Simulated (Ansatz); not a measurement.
AlP7: balancing the decomposition

Theory: Ansatz, DFT PBE, scalar-relativistic, plane waves, PAW. Settings: cutoff 420 eV, Γ-centred meshes spaced at most about 0.3 Å⁻¹, and about 0.25 Å⁻¹ or finer for metals (2π included), Gaussian smearing. No spin polarisation.

The zero of energy is the elements' standard structures at the same level; no fitted shifts are applied. The references include black phosphorus.

These are static total energies at zero pressure. The reference form of P is held partly by dispersion forces, which this level lacks.

A trial structure of AlP7 (reached from: Si7Ge type (P-43m); relaxed: space group P-43m (No. 215), a = 5.422 Å) has a formation energy of 0.252 eV/atom. It holds P–P bonds in all directions (shortest 2.31 Å). At its composition the lowest mixture among the elements and 1 reference phase computed alike (others may be missing) consists of these:

```tsv
phase	source	ΔE_f (eV/atom)
P (solid)	element	-0.001
AlP (F-43m)	Materials Project	-0.633
```

The lowest database cell of P (-0.001) lies slightly below the reference, hence the non-zero entry.

**Question.** Write the balanced decomposition and find its energy per atom, per formula unit and per mole of formula units.

**Answer.** Balancing Al and P gives AlP7 → 6 P + AlP. The left side holds 8 atoms, and the products take 6/8 (P) and 2/8 (AlP) of them. The mixture therefore lies at 6/8 × (-0.001) + 2/8 × (-0.633) = -0.159 eV/atom. The reaction energy is -0.159 − (0.252) = -0.411 eV/atom. Times 8 atoms that is -3.288 eV per AlP7, and times 96.485 it is -317 kJ per mole of AlP7. Decomposition is downhill, so the trial structure is unstable against this mixture.
